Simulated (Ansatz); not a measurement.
The system is Si2W.

```xyz
9
Lattice="4.6169 0.0000 0.0000 -2.3084 3.9983 0.0000 0.0000 0.0000 6.6532" Properties=species:S:1:pos:R:3 pbc="T T T"
W     2.3084    0.0000    3.3266
W     1.1542    1.9992    5.5444
W    -1.1542    1.9992    1.1089
Si    1.1332    0.6542    1.1089
Si    3.4837    0.6542    5.5444
Si    0.0000    1.3085    3.3266
Si    1.1753    3.3441    1.1089
Si   -1.1753    3.3441    5.5444
Si    2.3084    2.6899    3.3266
```

Measurements of this composition are mostly on another form, of space group No. 139.

Base run:

```yaml
Program: Ansatz 0.2.0
Functional: PBEsol
Potentials_or_basis: Ansatz PAW
Cutoff: "420 eV (not typed: the program's choice for these potentials)"
k_mesh: 7 × 7 × 4
Occupations: fermi-dirac, width 0.05 eV
Spin: no spin polarisation
Hubbard_terms: W d U = 6 eV
```

Its results: band gap on the k mesh 0.72 eV, indirect (least direct gap 1.27 eV); pressure -6.6 GPa; largest force 0.013 eV/Å.

**Question.** The run is repeated on the same cell with these changes: hubbard terms from W d U = 6 eV to none; hubbard projectors from ortho-atomic (the default) to none. What comes out?

**Answer.** Band gap on the k mesh 0.22 eV, indirect (least direct gap 0.67 eV); pressure -5.6 GPa; largest force 0.035 eV/Å.

The U term pushes filled and empty states of the shell apart.

Caveats: odd divisions of the mesh miss points on the zone boundary, where band edges often lie, so the gap on the mesh can be too wide; spin-orbit coupling is left out, which moves the levels of the heavy elements; the PAW data sets come from PBE, with cores solved anew for the run's functional, which leaves a small shift of forces and pressure; the U is typed as a test and isn't derived for this compound (some runs).

A k mesh can miss the band edges.
